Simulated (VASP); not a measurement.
Wanted: the native input for a VASP 6.6.1 run.

| Quantity | Value |
| --- | --- |
| Task | relaxation of cell and atoms |
| Functional | RPBE |
| Potentials or basis | VASP PAW PBE potentials, release 64 (Cd, Se) |
| Cutoff | 600 eV |
| k mesh | 10 × 10 × 10 |
| Occupations | gaussian, width 0.02 eV |
| Spin | no spin polarisation |
| Further INCAR settings | ALGO = Normal; EDIFF = 1e-07; IBRION = 2; EDIFFG = -0.005; NSW = 90; ISIF = 3 |

The structure of CdSe lies in POSCAR:

```
CdSe
1.0
    0.0000000000      3.0702712000      3.0702712000
    3.0702712000      0.0000000000      3.0702712000
    3.0702712000      3.0702712000      0.0000000000
Cd Se
1 1
Direct
    0.0000000000      0.0000000000      0.0000000000
    0.2500000000      0.2500000000      0.2500000000
```

Measurements of this composition are mostly on another form, of space group No. 186.

One way to write it, as run:

INCAR

```
PREC = Accurate
ENCUT = 600
EDIFF = 1E-7
ISMEAR = 0
SIGMA = 0.02
LREAL = F
LASPH = T
NELM = 80
ALGO = Normal
ISIF = 3
LWAVE = F
LCHARG = F
GGA = RP
IBRION = 2
NSW = 90
EDIFFG = -0.005
```

KPOINTS

```
regular mesh
0
Gamma
  10 10 10
```

Potentials or basis: VASP PAW PBE potentials, release 64 (Cd, Se).

Launch:

```sh
$ cat potpaw_PBE.64/Cd/POTCAR potpaw_PBE.64/Se/POTCAR > POTCAR
$ mpirun -np 1 vasp_std > vasp.out
```

Results of the run:

```
Relaxed volume                         : 31.15 Å³/atom
Relaxed cell                           : a = 4.450 Å, b = 4.450 Å, c = 4.450 Å, α = 60.00°, β = 60.00°, γ = 60.00°
Space group after relaxing (to 0.05 Å) : F-43m (No. 216)
Energy gained by relaxing              : 22.1 meV/atom
Ionic steps                            : 3
Pressure after relaxing                : 0.0 GPa
Band gap on the k mesh                 : 0.57 eV, direct
```

Caveat: the PAW data sets were made with another functional, which shifts forces and pressure a little.

Run time: 36 s on 1 thread of Intel(R) Xeon(R) 6975P-C (Granite Rapids), on a shared host, peak memory 0.24 GiB.
